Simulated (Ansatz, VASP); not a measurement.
# One calculation of Ir, two programs

```
Ir
1.0
     2.75138    0.00000    0.00000
    -1.37569    2.38276    0.00000
     0.00000    0.00000    4.46229
Ir
2
Cartesian
  1.3757 0.7943 3.3467
  0.0000 1.5885 1.1156
```

This isn't the form of Ir at room conditions, which is fcc.

Alike in both runs: task relaxation of cell and atoms; functional BLYP; dispersion D3(BJ); k mesh 12 × 12 × 7; occupations fermi-dirac, width 0.01 eV; no spin polarisation.

|  | VASP | Ansatz |
| --- | --- | --- |
| version | VASP 6.6.1 | Ansatz 0.2.0 |
| potentials or method | VASP PAW PBE potentials, release 64 (Ir) | plane waves, PAW |
| plane-wave cutoff (eV) | 600 | 470 |
| valence electrons in the cell | 18 | 34 |

|  | VASP | Ansatz | Ansatz less VASP |
| --- | --- | --- | --- |
| relaxed volume (Å³/atom) | 14.56 | 14.43 | -0.128 |
| relaxed cell length with the largest relative difference (Å) | 4.464 | 4.450 | -0.0133 |
| energy change over the relaxation (meV/atom) | 0 | -3 | -2.4 |

The two sets of potentials don't hold the same shells in valence. Ansatz warned: «stress_scf_threshold_loose».

Caveats: the PAW data sets were made with another functional, which shifts forces and pressure a little (VASP); pairwise dispersion overbinds metals, which lowers pressure and volume. Spin-orbit coupling is left out, which matters for the levels of Ir.
